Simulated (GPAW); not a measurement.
# MoP (P-6m2) in GPAW: equation of state with LDA

Aim: the equation of state of MoP with LDA.

All numbers are computed with GPAW 26.7.0; they aren't measurements. Logs are shortened: lines on timing, memory, paths and dates and some standing lists are left out, and cuts for length are marked. The log counts tension as positive stress, the text compression.

## 1. Starting point

The structure is hexagonal, space group P-6m2 (No. 187). Conventional cell: a = 3.223 Å, b = 3.223 Å, c = 3.191 Å, α = 90.00°, β = 90.00°, γ = 120.00°. Mo (site symmetry -6m2) is surrounded by 6 P at 2.45 Å. P (site symmetry -6m2) has 6 Mo at 2.45 Å as nearest neighbours.

## 2. Equation of state, LDA

run.py reads:

```python
from ase import Atoms
from ase.eos import EquationOfState
from ase.io import Trajectory
from ase.units import GPa
from gpaw import GPAW, PW

atoms = Atoms(['Mo', 'P'],
              cell=[[3.223, 0.0, 0.0],
                    [-1.6115, 2.7911998764, 0.0],
                    [0.0, 0.0, 3.191]],
              scaled_positions=[[0.0, 0.0, 0.0],
                                [0.3333333333, 0.6666666667, 0.5]],
              pbc=True)

traj = Trajectory('eos.traj', 'w')
volumes, energies = [], []
for x in [0.94, 0.96, 0.98, 1.0, 1.02, 1.04, 1.06]:
    a = atoms.copy()
    a.set_cell(atoms.cell * x**(1 / 3), scale_atoms=True)
    calc = GPAW(mode=PW(600),
                xc='LDA',
                kpts={'size': (8, 8, 7), 'gamma': True},
                occupations={'name': 'fermi-dirac', 'width': 0.05},
                nbands=20,
                convergence={'density': 1e-05, 'energy': 1e-05},
                maxiter=150,
                txt=f'eos-{x:.2f}.txt')
    a.calc = calc
    energies.append(a.get_potential_energy(force_consistent=True))
    volumes.append(a.get_volume())
    p = -a.get_stress()[:3].mean() / GPa
    calc.write(f'eos-{x:.2f}.gpw')
    traj.write(a)
    print(f'{x:.2f} {volumes[-1]:10.4f} A^3 {energies[-1]:14.6f} eV {p:9.3f} GPa', flush=True)

v0, e0, B = EquationOfState(volumes, energies, eos='birchmurnaghan').fit()
print(f'V0 = {v0:.4f} A^3, E0 = {e0:.6f} eV, B0 = {B / GPa:.2f} GPa')
```

Potentials or basis: the program's PAW data sets (release 1.2.1) made for this functional, pw.

Command:

```bash
$ OMP_NUM_THREADS=1 python run.py
```

Log:

```text
__  _  _
 | _ |_)|_||  |
 |__||  | ||/\| - 26.7.0

Input parameters:
  mode=PW(ecut=600.0),
  convergence={'density': 1e-05, 'energy': 1e-05},
  kpts=MonkhorstPack(size=(8, 8, 7), gamma=True),
  maxiter=150,
  nbands=20,
  occupations=Occupations(name='fermi-dirac', width=0.05),
  xc=XC(name='LDA')

Diagonalizing LCAO Hamiltonian
Converting LCAO to pw mode

         P

       Mo

Atoms  # Å, Bohr magnetons
|   | symbol |         x |        y |        z |    initial magnetic moments |
|---|--------|-----------|----------|----------|-----------------------------|
| 0 |     Mo |  0.000000 | 0.000000 | 0.000000 | ( 0.0000,  0.0000,  0.0000) |
| 1 |      P | -0.000000 | 1.822814 | 1.562930 | ( 0.0000,  0.0000,  0.0000) |

Unit cell  # Å
| periodic |         x |        y |        z |  lengths |     angles |
|----------|-----------|----------|----------|----------|------------|
|      yes |  3.157206 | 0.000000 | 0.000000 | 3.157206 |  90.000000 |
|      yes | -1.578603 | 2.734221 | 0.000000 | 3.157206 |  90.000000 |
|      yes |  0.000000 | 0.000000 | 3.125859 | 3.125859 | 120.000000 |

Number of symmetries: 12
Symmetry operations  # r_c * U_cc + t_c -> r_c
|    | kind |            matrix            |
|----|------|------------------------------|
|  0 |  σ   |  1, 1, 0,  0,-1, 0,  0, 0, 1 |
|  1 |  C2  |  1, 1, 0,  0,-1, 0,  0, 0,-1 |
|  2 |  E   |  1, 0, 0,  0, 1, 0,  0, 0, 1 |
|  3 |  σ   |  1, 0, 0,  0, 1, 0,  0, 0,-1 |
|  4 |  C3  |  0, 1, 0, -1,-1, 0,  0, 0, 1 |
|  5 |  S3  |  0, 1, 0, -1,-1, 0,  0, 0,-1 |
|  6 |  σ   |  0,-1, 0, -1, 0, 0,  0, 0, 1 |
|  7 |  C2  |  0,-1, 0, -1, 0, 0,  0, 0,-1 |
|  8 |  σ   | -1, 0, 0,  1, 1, 0,  0, 0, 1 |
|  9 |  C2  | -1, 0, 0,  1, 1, 0,  0, 0,-1 |
| 10 |  C3  | -1,-1, 0,  1, 0, 0,  0, 0, 1 |
| 11 |  S3  | -1,-1, 0,  1, 0, 0,  0, 0,-1 |

BZ-sampling:
  Number of BZ points: 448
  Number of IBZ points: 40

  Monkhorst-Pack size: [8, 8, 7]
  Monkhorst-Pack shift: [0.0625, 0.0625, 0.0]

K-points  # in reciprocal-cell coordinates
|     |                                coordinates |     weight |
|-----|--------------------------------------------|------------|
|   0 | (  0.00000000,   0.00000000,   0.00000000) | 0.00223214 |
|   1 | (  0.00000000,   0.00000000,   0.14285714) | 0.00446429 |
|   2 | (  0.00000000,   0.00000000,   0.28571429) | 0.00446429 |
|   3 | (  0.00000000,   0.00000000,   0.42857143) | 0.00446429 |
|   4 | (  0.12500000,   0.00000000,   0.00000000) | 0.01339286 |
|   5 | (  0.12500000,   0.00000000,   0.14285714) | 0.02678571 |
|   6 | (  0.12500000,   0.00000000,   0.28571429) | 0.02678571 |
|   7 | (  0.12500000,   0.00000000,   0.42857143) | 0.02678571 |
|   8 | (  0.25000000,  -0.12500000,   0.00000000) | 0.01339286 |
|   9 | (  0.25000000,  -0.12500000,   0.14285714) | 0.02678571 |
| ... |                                            |            |
|  39 | (  0.50000000,   0.50000000,   0.42857143) | 0.01339286 |

Plane wave coefficients: 908
Cutoff: 600.0 eV

Spin-components: 1 (collinear spins)
Bands:           20
Projectors:      11
Spin-degeneracy: 2
Datatype:        complex128

Parallelization:
  kpt:    1
  domain: 1
  band:   1

Density:
  Valence electrons: 19.0
  Components: 1
  Grid points: [18 18 18]
  Charge: 0.0  # |e|

Potential:
  Grid points: [18 18 18]

species:
  Mo:
    name:    Molybdenum
    Z:       42.0
    valence: 14
    core:    28
    charge:  0.0  # [|e|]
    compensation charges:
      type: gauss
      rc: 0.38  # [Å]
      lmax: 2
    cutoffs:
      filter: 2.16  # [Å]
      core: 1.42  # [Å]
    projectors
    | kind |    occ | energy [eV] | rcut [Å] |
    |------|--------|-------------|----------|
    |   4s |  2.000 |     -64.384 |    1.238 |
    |   5s |  1.000 |      -4.319 |    1.238 |
    |   4p |  6.000 |     -38.595 |    1.296 |
    |   5p |  0.000 |      -1.161 |    1.296 |
    |   4d |  5.000 |      -3.933 |    1.296 |
    |    d |        |      23.278 |    1.296 |

    Using partial waves for Mo as LCAO basis

  P:
    name:    Phosphorus
    Z:       15.0
    valence: 5
    core:    10
    charge:  0.0  # [|e|]
    compensation charges:
      type: gauss
      rc: 0.30  # [Å]
      lmax: 2
    cutoffs:
      filter: 1.69  # [Å]
      core: 1.81  # [Å]
    projectors
    | kind |    occ | energy [eV] | rcut [Å] |
    |------|--------|-------------|----------|
    |   3s |  2.000 |     -14.015 |    0.953 |
    |   3p |  3.000 |      -5.596 |    0.953 |
    |    s |        |      13.197 |    0.953 |
    |    p |        |      21.615 |    0.953 |
    |    d |        |       0.000 |    0.953 |

    Using partial waves for P as LCAO basis

Reference energy: -119292.418845  # eV

eigensolver:
  PPCG
  Converge bands: occupied
  niter=2

density mixing:
  MSR1-Mixer
  Pratt-step length: 0.05
  Maximum mixing coefficient: 0.75
  Old densities: 10
  SVD Regularization: 0.005
  Good broyden scale: 1.0
  Trust region scale: 1.0
  Backstep threshold: 4.0
  History deletion threshold: 6.0
  Fourier metric: weight=20.0, sigma=0.015

occupation numbers:
  Fermi-Dirac:
    width: 0.0500  # eV

poisson solver:
  ecut: 4800.0  # eV

xc functional:
  name: None

convergence criteria:
- Maximum integral of absolute [dens]ity change: 1e-05 electrons / valence electron
- Maximum [total energy] change in last 3 cyles: 1e-05 eV / valence electron
- Maximum integral of absolute [eigenst]ate change: 4e-08 eV^2 / valence electron
maximum number of iterations: 150

SCF iterations
|iter     | |      energy | eigst |  dens |
|---------|-|-------------|-------|-------|
|iter:   1| |  -21.217879 | +0.56 |       |
|iter:   2| |  -20.906431 | -1.95 | -1.01 |
|iter:   3| |  -20.096520 | -1.34 | -1.07 |
|iter:   4| |  -20.082653 | -2.89 | -1.67 |
|iter:   5| |  -20.080742 | -3.54 | -1.95 |
|iter:   6| |  -20.080704 | -4.85 | -2.63 |
|iter:   7| |  -20.080700c| -6.36 | -3.50 |
|iter:   8| |  -20.080701c| -7.78c| -4.20 |
|iter:   9| |  -20.080701c| -7.79c| -4.98 |
|iter:  10| |  -20.080701c| -8.96c| -5.59c|

Converged in 10 steps
Energy contributions relative to reference atoms: (reference = -119292.418845)

Energy contributions:
  Kinetic:           4.947866
  Coulomb:          -6.294392
  Zero:             -0.318765
  External:          0.000000
  Xc:              -18.412139
  Entropy:          -0.006543
  Spinorbit:         0.000000
  ----------------------------
  Free energy:     -20.083973
  Extrapolated:    -20.080701

dipole moment: (-7.788310, -9.105271, -11.662596)  # |e|*Ang

Fermi level: 13.263
Eigenvalues  # (at kpt = [0.000, 0.000, 0.000])
| band index |      eig [eV] | occ [0-2] |
|------------|---------------|-----------|
|          0 |       -47.846 |     2.000 |
|          1 |       -22.097 |     2.000 |
|          2 |       -21.871 |     2.000 |
|          3 |       -21.871 |     2.000 |
|          4 |        -1.081 |     2.000 |
|          5 |         8.651 |     2.000 |
|          6 |         9.698 |     2.000 |
|          7 |         9.698 |     2.000 |
|          8 |        12.575 |     2.000 |
|          9 |        13.526 |     0.010 |
|         10 |        13.526 |     0.010 |
|         11 |        17.621 |     0.000 |
|         12 |        17.621 |     0.000 |
|         13 |        18.931 |     0.000 |
|         14 |        22.387 |     0.000 |
|         15 |        22.387 |     0.000 |
|         16 |        22.750 |     0.000 |
|        ... |               |           |
|         19 |        32.171 |     0.000 |

No gap
No difference between direct/indirect transitions

Stress tensor  # eV/Ang^3
|         x |         y |         z |
|-----------|-----------|-----------|
| -0.044208 |  0.000000 |  0.000000 |
| -0.000000 | -0.044208 |  0.000000 |
|  0.000000 |  0.000000 | -0.064713 |

# Writing to eos-0.94.gpw (mode='')
```

Wall time 78 s (1 thread of Arm Neoverse V2, shared host); peak memory 0.23 GiB.

Results:

- Equilibrium volume: 13.92 Å³/atom
- Bulk modulus at fixed shape and positions: 250 GPa
- Pressure derivative of the bulk modulus: 4.4

Energy against volume, from the lowest point:
```
volume (Å³/atom)  energy (meV/atom)
          13.492               9.57
          13.779               0.00
          14.066               0.17
          14.353               9.06
          14.640              25.76
          14.927              49.43
          15.214              79.33
```

Caveat: the cell was scaled at fixed shape and fractional positions, which overstates the stiffness of a crystal with free parameters, most of all of layers and chains.
